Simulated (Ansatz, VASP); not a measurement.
## Ir in VASP and in Ansatz

File POSCAR:

```
Ir
1.0
    1.6699399464      0.9641402776      3.0967034164
   -1.6699399464      0.9641402776      3.0967034164
    0.0000000000     -1.9282805552      3.0967034164
Ir
2
Direct
    0.2275400000      0.2275400000      0.2275400000
    0.7724600000      0.7724600000      0.7724600000
```

The input INCAR.step1:

```
PREC = Accurate
ENCUT = 600
ISMEAR = 0
SIGMA = 0.1
LREAL = False
LASPH = True
NELM = 80
GGA = PE
ALGO = Normal
EDIFF = 1E-4
LWAVE = True
LCHARG = False
```

The input INCAR.step2:

```
PREC = Accurate
ENCUT = 600
EDIFF = 1E-7
ISMEAR = 0
SIGMA = 0.1
LREAL = False
LASPH = True
NELM = 80
ALGO = Normal
ISIF = 3
LWAVE = False
LCHARG = False
METAGGA = R2SCAN
LMIXTAU = True
IBRION = 2
NSW = 90
EDIFFG = -0.04
ISTART = 1
```

The input KPOINTS:

```
Automatic mesh
0
Gamma
  6 6 6
```

Input for Ansatz:

```yaml
crystal:
  lattice:
    - [1.6699399464, 0.9641402776, 3.0967034164]
    - [-1.6699399464, 0.9641402776, 3.0967034164]
    - [0.0, -1.9282805552, 3.0967034164]
  atoms:
    - { symbol: Ir, position: [0.22754, 0.22754, 0.22754] }
    - { symbol: Ir, position: [0.77246, 0.77246, 0.77246] }
basis:
  ecutwfc: 500
kpoints:
  mp_grid: { grid: [6, 6, 6] }
hamiltonian:
  xc: r2scan
scf:
  occupations: { method: gaussian, width: 0.1 }
  lower_state_search: "off"
output:
  forces: true
  stress: true
  eigenvalues: true
relax:
  adjacent_minimum: "off"
  f_tol: 0.04
  max_steps: 70
  cell: { stress_tol: 0.4 }
```

Alike in both runs: task relaxation of cell and atoms; functional r2SCAN; k mesh 6 × 6 × 6; occupations gaussian, width 0.1 eV; no spin polarisation.

|  | VASP | Ansatz |
| --- | --- | --- |
| version | VASP 6.6.1 | Ansatz 0.2.0 |
| potentials or method | VASP PAW PBE potentials, release 64 (Ir) | scalar-relativistic, plane waves, PAW |
| plane-wave cutoff (eV) | 600 | 500 |
| valence electrons in the cell | 18 | 34 |

VASP gave:

* gap on the k mesh at the Fermi level, each at its own relaxed structure (eV): none
* relaxed volume (Å³/atom): 16.77
* relaxed cell length with the largest relative difference (Å): 3.667
* energy change over the relaxation (meV/atom): -778

What did Ansatz give for the same quantities?

gap on the k mesh at the Fermi level, each at its own relaxed structure (eV): none; relaxed volume (Å³/atom): 16.69; relaxed cell length with the largest relative difference (Å): 3.661; energy change over the relaxation (meV/atom): -767.

A gap of «none» marks a metal or a gap that the smearing closes. The two sets of potentials don't hold the same shells in valence.

Caveats: the k mesh is coarse (spacing up to 0.38 Å⁻¹), so the values aren't converged; the PAW data sets were made with another functional, which shifts forces and pressure a little (VASP). The runs have no spin-orbit coupling, so splittings on Ir are missing.
